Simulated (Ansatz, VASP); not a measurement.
## K: VASP beside Ansatz

```
K
1.0
    -2.51660    2.51660    2.51660
     2.51660   -2.51660    2.51660
     2.51660    2.51660   -2.51660
K
1
Direct
  0.00000 0.00000 0.00000
```

Alike in both runs: functional LDA; k mesh 11 × 11 × 11; occupations fermi-dirac, width 0.05 eV; no spin polarisation.

Ansatz relaxed the structure, and its values are those at the end. VASP's run is a single point on that final structure, the one shown.

|  | VASP | Ansatz |
| --- | --- | --- |
| version | VASP 6.6.1 | Ansatz 0.2.0 |
| potentials or method | VASP PAW LDA potentials, release 64 (K_sv), cutoff 520 eV | all-electron LAPW, scalar-relativistic |

```csv
,VASP,Ansatz,Ansatz less VASP
pressure (GPa),0.0,0.0,+0.02
```

Ansatz ran all-electron here, so the differences hold the error of VASP's frozen core and of both bases.
